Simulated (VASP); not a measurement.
# MgO (Fm-3m) in VASP: a series of runs, part 2 of 2

VASP 6.6.1. Earlier steps stand in the parts before.

**3. Relaxation of cell and atoms, PBEsol**

This run uses another cell than the first one, of 9.31 Å³/atom, 0.994 times its volume.

File INCAR:

```
SYSTEM = MgO
PREC = Accurate
ENCUT = 600
EDIFF = 1E-7
ISMEAR = 0
SIGMA = 0.03
LREAL = .FALSE.
LASPH = .TRUE.
NELM = 80
ALGO = Normal
ISIF = 3
LWAVE = .FALSE.
LCHARG = .FALSE.
GGA = PS
IBRION = 2
NSW = 90
EDIFFG = -0.005
```

File KPOINTS:

```
regular mesh
0
G
  14 14 14
  0 0 0
```

File POSCAR:

```
MgO                                     
1.0
    0.0000000000      2.1039238760      2.1039238760
    2.1039238760     -0.0000000000      2.1039238760
    2.1039238760      2.1039238760      0.0000000000
  Mg              O             
     1     1
Direct
     0.0000000000000000    0.0000000000000000    0.0000000000000000
     0.5000000000000000    0.5000000000000000    0.5000000000000000
```

Potentials or basis: VASP PAW PBE potentials, release 64 (Mg, O).

Command:

```bash
> cat potpaw_PBE.64/Mg/POTCAR potpaw_PBE.64/O/POTCAR > POTCAR
> mpirun -np 1 vasp_std > vasp.out
```

OUTCAR:

```text
SYSTEM = MgO
   PREC = Accurate
   ENCUT = 600
   EDIFF = 1E-7
   ISMEAR = 0
   LREAL = .FALSE.
   LASPH = .TRUE.
   NELM = 80
   ISIF = 3
   GGA = PS
   IBRION = 2
   NSW = 90
   EDIFFG = -0.005

 ion  position               nearest neighbor table
   1  0.000  0.000  0.000-   2 2.10   2 2.10   2 2.10   2 2.10   2 2.10   2 2.10
   2  0.500  0.500  0.500-   1 2.10   1 2.10   1 2.10   1 2.10   1 2.10   1 2.10

  LATTYP: Found a face centered cubic cell.
 ALAT       =     4.2078477520

  Lattice vectors:

 A1 = (   0.0000000000,   2.1039238760,   2.1039238760)
 A2 = (   2.1039238760,   0.0000000000,   2.1039238760)
 A3 = (   2.1039238760,   2.1039238760,   0.0000000000)

Analysis of symmetry for initial positions (statically):
=====================================================================
 Subroutine PRICEL returns:
 Original cell was already a primitive cell.

 Routine SETGRP: Setting up the symmetry group for a
 face centered cubic supercell.

 Subroutine GETGRP returns: Found 48 space group operations
 (whereof 48 operations were pure point group operations)
 out of a pool of 48 trial point group operations.

The static configuration has the point symmetry O_h .

Analysis of symmetry for dynamics (positions and initial velocities):
=====================================================================
 Subroutine PRICEL returns:
 Original cell was already a primitive cell.

 Routine SETGRP: Setting up the symmetry group for a
 face centered cubic supercell.

 Subroutine GETGRP returns: Found 48 space group operations
 (whereof 48 operations were pure point group operations)
 out of a pool of 48 trial point group operations.

The dynamic configuration has the point symmetry O_h .

 Subroutine INISYM returns: Found 48 space group operations
 (whereof 48 operations are pure point group operations),
 and found     1 'primitive' translations

[... 115 lines left out ...]
  volume/ion in A,a.u.               =       9.31        62.85
  Fermi-wavevector in a.u.,A,eV,Ry     =   1.235183  2.334158 20.758112  1.525678
  Thomas-Fermi vector in A             =   2.369843
   LORBIT       =      0    0 simple, 1 ext, 2 COOP (PROOUT), +10 PAW based schemes
   GGA     = PS    functional components
   LHFCALC =     F    Hartree Fock is set to
   AEXX    =    0.0000 exact exchange contribution
   IVDW    =     0    specifies the selected vdW correction
   LEPSILON=     F    determine dielectric tensor
   LRPA    =     F    only Hartree local field effects (RPA)
 conjugate gradient relaxation of ions
 non-spin polarized calculation
 Gauss-broadening in eV      SIGMA  =   0.03
  energy-cutoff  :      600.00
  volume of cell :       18.63
 maximum number of plane-waves:       636
   NGX = 11   NGY = 11   NGZ = 11

 number of electron       8.0000005 magnetization

 Free energy of the ion-electron system (eV)
  ---------------------------------------------------
  ext. energy  EPLUGINS =         0.00000000
  ---------------------------------------------------
  free energy    TOTEN  =       -12.51537137 eV

  energy without entropy =      -12.51537137  energy(sigma->0) =      -12.51537137

 E-fermi :   3.2760     XC(G=0): -11.3245

 val. band max:        3.0879468010   @ k =   0.0000   0.0000   0.0000
 cond. band min:       7.7526950437   @ k =   0.0000   0.0000   0.0000
 fundamental gap:      4.6647482428
 Fermi energy:         3.2759935149

 k-point     1 :       0.0000    0.0000    0.0000
  band No.  band energies     occupation
      1     -14.1327      2.00000
      2       3.0879      2.00000
      3       3.0879      2.00000
      4       3.0879      2.00000
      5       7.7527      0.00000
      6      18.7389      0.00000
      7      18.7389      0.00000
      8      18.7389      0.00000
[... 243 lines left out ...]
 k-point    24 :       0.2857    0.1429    0.0000
  band No.  band energies     occupation
      1     -13.4293      2.00000
      2       0.4030      2.00000
      3       2.4390      2.00000
      4       2.4923      2.00000
      5      10.7333      0.00000
      6      14.8228      0.00000
      7      18.9722      0.00000
      8      19.9746      0.00000

 [... further k-points ...]
[... 5 lines left out ...]
  --------------------------------------------------------------------------------------
  -------------------------------------------------------------------------------------
  Total        0.0006865      0.0006865      0.0006865     -0.0000000      0.0000000     -0.0000000
  in kB        0.0590499      0.0590499      0.0590499     -0.0000000      0.0000000     -0.0000000
  external PRESSURE =       0.0590499 kB  Pullay stress =       0.0000000 kB

 VOLUME and BASIS-vectors are now :
 -----------------------------------------------------------------------------
  energy-cutoff  :      600.00
  volume of cell :       18.63
      direct lattice vectors                 reciprocal lattice vectors
     0.000000000  2.103923876  2.103923876    -0.237651184  0.237651184  0.237651184
     2.103923876  0.000000000  2.103923876     0.237651184 -0.237651184  0.237651184
     2.103923876  2.103923876  0.000000000     0.237651184  0.237651184 -0.237651184

 POSITION                                       TOTAL-FORCE (eV/Angst)
 -----------------------------------------------------------------------------------
      0.00000      0.00000      0.00000         0.000000      0.000000      0.000000
      2.10392      2.10392      2.10392        -0.000000     -0.000000     -0.000000
 -----------------------------------------------------------------------------------
    total drift:                               -0.000000     -0.000000      0.000000

  FREE ENERGIE OF THE ION-ELECTRON SYSTEM (eV)
  ---------------------------------------------------
  free  energy   TOTEN  =       -12.5153713708 eV

  energy  without entropy=      -12.5153713708  energy(sigma->0) =      -12.51537137

 reached required accuracy - stopping structural energy minimisation
```

CONTCAR:

```text
MgO
   1.00000000000000
     0.0000000000000000    2.1039238760000001    2.1039238760000001
     2.1039238760000001    0.0000000000000000    2.1039238760000001
     2.1039238760000001    2.1039238760000001    0.0000000000000000
  Mg              O
     1     1
Direct
     0.0000000000000000    0.0000000000000000    0.0000000000000000
     0.5000000000000000    0.5000000000000000    0.5000000000000000

  0.00000000E+00  0.00000000E+00  0.00000000E+00
  0.00000000E+00  0.00000000E+00  0.00000000E+00
```

It took 8.6 s on 1 thread of Intel Xeon Platinum 8488C (Sapphire Rapids), shared host; peak memory 0.15 GiB.

Results:

```
Free energy             : -12.5154 eV
Pressure after relaxing : 0.0 GPa
Band gap on the k mesh  : 4.66 eV, direct
```

Final structure:
```cif
data_structure
_symmetry_space_group_name_H-M 'P 1'
_symmetry_Int_Tables_number 1
_cell_length_a 2.9754
_cell_length_b 2.9754
_cell_length_c 2.9754
_cell_angle_alpha 60.000
_cell_angle_beta 60.000
_cell_angle_gamma 60.000
_cell_volume 18.63
loop_
_atom_site_label
_atom_site_type_symbol
_atom_site_fract_x
_atom_site_fract_y
_atom_site_fract_z
_atom_site_occupancy
Mg1 Mg 0.00000 0.00000 0.00000 1
O1 O 0.50000 0.50000 0.50000 1
```

Caveat: the relaxation stopped at its first step, so nothing moved; the PAW data sets were made with another functional, which shifts forces and pressure a little. A k mesh can miss the band edges.

**4. Relaxation of cell and atoms, PBEsol**

File INCAR:

```
SYSTEM = MgO
  PREC = Accurate
  ENCUT = 600
  EDIFF = 1E-6
  ISMEAR = 0
  SIGMA = 0.03
  LREAL = .False.
  LASPH = .True.
  NELM = 80
  ALGO = Normal
  ISIF = 3
  LWAVE = .False.
  LCHARG = .False.
  GGA = PS
  IBRION = 2
  NSW = 90
  EDIFFG = -0.01
  KPAR = 4
```

File KPOINTS:

```
regular mesh
0
Gamma
  14 14 14
  0 0 0
```

File POSCAR:

```
MgO
1.0
    0.0000000000      2.1085000000      2.1085000000
    2.1085000000      0.0000000000      2.1085000000
    2.1085000000      2.1085000000      0.0000000000
Mg O
1 1
Direct
    0.0000000000      0.0000000000      0.0000000000
    0.5000000000      0.5000000000      0.5000000000
```

Potentials or basis: VASP PAW PBE potentials, release 64 (Mg, O).

Command:

```bash
> cat potpaw_PBE.64/Mg/POTCAR potpaw_PBE.64/O/POTCAR > POTCAR
> mpirun -np 4 vasp_std > vasp.out
```

OUTCAR:

```text
SYSTEM = MgO
   PREC = Accurate
   ENCUT = 600
   EDIFF = 1E-6
   ISMEAR = 0
   LREAL = .False.
   LASPH = .True.
   NELM = 80
   ISIF = 3
   GGA = PS
   IBRION = 2
   NSW = 90
   EDIFFG = -0.01

 ion  position               nearest neighbor table
   1  0.000  0.000  0.000-   2 2.11   2 2.11   2 2.11   2 2.11   2 2.11   2 2.11
   2  0.500  0.500  0.500-   1 2.11   1 2.11   1 2.11   1 2.11   1 2.11   1 2.11

  LATTYP: Found a face centered cubic cell.
 ALAT       =     4.2170000000

  Lattice vectors:

 A1 = (   0.0000000000,   2.1085000000,   2.1085000000)
 A2 = (   2.1085000000,   0.0000000000,   2.1085000000)
 A3 = (   2.1085000000,   2.1085000000,   0.0000000000)

Analysis of symmetry for initial positions (statically):
=====================================================================
 Subroutine PRICEL returns:
 Original cell was already a primitive cell.

 Routine SETGRP: Setting up the symmetry group for a
 face centered cubic supercell.

[... 173 lines left out ...]
  Direction    XX          YY          ZZ          XY          YZ          ZX
  --------------------------------------------------------------------------------------
  -------------------------------------------------------------------------------------
  Total       -0.1221423     -0.1221423     -0.1221423      0.0000000      0.0000000     -0.0000000
  in kB      -10.4382067    -10.4382067    -10.4382067      0.0000000      0.0000000     -0.0000000
  external PRESSURE =     -10.4382067 kB  Pullay stress =       0.0000000 kB
[... 59 lines left out ...]
--------------------------------------- Ionic step        3  -------------------------------------------

 number of electron       8.0000005 magnetization

 Free energy of the ion-electron system (eV)
  ---------------------------------------------------
  ext. energy  EPLUGINS =         0.00000000
  ---------------------------------------------------
  free energy    TOTEN  =       -12.51568630 eV

  energy without entropy =      -12.51568630  energy(sigma->0) =      -12.51568630

 E-fermi :   3.2760     XC(G=0): -11.3245

 val. band max:        3.0879219600   @ k =   0.0000   0.0000   0.0000
 cond. band min:       7.7526926569   @ k =   0.0000   0.0000   0.0000
 fundamental gap:      4.6647706970
 Fermi energy:         3.2759922182

 k-point     1 :       0.0000    0.0000    0.0000
  band No.  band energies     occupation
      1     -14.1327      2.00000
      2       3.0879      2.00000
      3       3.0879      2.00000
      4       3.0879      2.00000
      5       7.7527      0.00000
      6      18.7389      0.00000
      7      18.7389      0.00000
      8      18.7389      0.00000
[... 243 lines left out ...]
 k-point    24 :       0.2857    0.1429    0.0000
  band No.  band energies     occupation
      1     -13.4293      2.00000
      2       0.4030      2.00000
      3       2.4390      2.00000
      4       2.4923      2.00000
      5      10.7333      0.00000
      6      14.8228      0.00000
      7      18.9723      0.00000
      8      19.9746      0.00000

 [... further k-points ...]
[... 5 lines left out ...]
  --------------------------------------------------------------------------------------
  -------------------------------------------------------------------------------------
  Total        0.0001044      0.0001044      0.0001044      0.0000000      0.0000000      0.0000000
  in kB        0.0089827      0.0089827      0.0089827      0.0000000      0.0000000      0.0000000
  external PRESSURE =       0.0089827 kB  Pullay stress =       0.0000000 kB
[... 17 lines left out ...]
  FREE ENERGIE OF THE ION-ELECTRON SYSTEM (eV)
  ---------------------------------------------------
  free  energy   TOTEN  =       -12.5156862965 eV

  energy  without entropy=      -12.5156862965  energy(sigma->0) =      -12.51568630

 reached required accuracy - stopping structural energy minimisation
```

OSZICAR:

```text
N       E                     dE             d eps       ncg     rms          rms(c)
DAV:   1     0.167860852797E+02    0.16786E+02   -0.52245E+03  1928   0.100E+03
DAV:   2    -0.134256799080E+02   -0.30212E+02   -0.28882E+02  2000   0.150E+02
DAV:   3    -0.138978216975E+02   -0.47214E+00   -0.47214E+00  2096   0.218E+01
DAV:   4    -0.138986351199E+02   -0.81342E-03   -0.81342E-03  2192   0.847E-01
[... 16 lines left out ...]
DAV:   1    -0.125159837008E+02   -0.34762E-03   -0.64045E-03  1680   0.823E-01    0.130E-01
DAV:   2    -0.125156898050E+02    0.29390E-03   -0.21174E-03  1664   0.341E-01    0.126E-02
DAV:   3    -0.125156883527E+02    0.14523E-05   -0.17563E-05  1856   0.519E-02    0.777E-03
DAV:   4    -0.125156864783E+02    0.18744E-05   -0.15259E-06   904   0.131E-02    0.168E-03
DAV:   5    -0.125156862965E+02    0.18181E-06   -0.17484E-07   912   0.349E-03
   3 F= -.12515686E+02 E0= -.12515686E+02  d E =-.397200E-03
```

Run time: 5.6 s. Hardware: 4 MPI ranks of AMD EPYC 9R45 (Zen 5), shared host; peak memory 0.13 GiB.

What came out:

```
Free energy                            : -12.5157 eV
Relaxed volume                         : 9.31 Å³/atom
Relaxed cell                           : a = 2.975 Å, b = 2.975 Å, c = 2.975 Å, α = 60.00°, β = 60.00°, γ = 60.00°
Space group after relaxing (to 0.05 Å) : Fm-3m (No. 225)
Energy gained by relaxing              : 0.2 meV/atom
Ionic steps                            : 3
Pressure after relaxing                : 0.0 GPa
Band gap on the k mesh                 : 4.66 eV, direct
```

Step by step:
| step | energy change (eV) | largest force (eV/Å) | pressure (GPa) | volume (Å³) |
| --- | --- | --- | --- | --- |
| 1 | 0.0000 | 0.0000 | -1.04 | 18.75 |
| 2 | -0.0003 | 0.0000 | 0.38 | 18.58 |
| 3 | -0.0004 | 0.0000 | 0.00 | 18.63 |

Final structure:
```cif
data_structure
_symmetry_space_group_name_H-M 'P 1'
_symmetry_Int_Tables_number 1
_cell_length_a 2.9754
_cell_length_b 2.9754
_cell_length_c 2.9754
_cell_angle_alpha 60.000
_cell_angle_beta 60.000
_cell_angle_gamma 60.000
_cell_volume 18.63
loop_
_atom_site_label
_atom_site_type_symbol
_atom_site_fract_x
_atom_site_fract_y
_atom_site_fract_z
_atom_site_occupancy
Mg1 Mg 0.00000 0.00000 0.00000 1
O1 O 0.50000 0.50000 0.50000 1
```

Caveat: the PAW data sets were made with another functional, which shifts forces and pressure a little. Expect the measured gap to be larger: semilocal functionals such as PBEsol lack the derivative discontinuity.
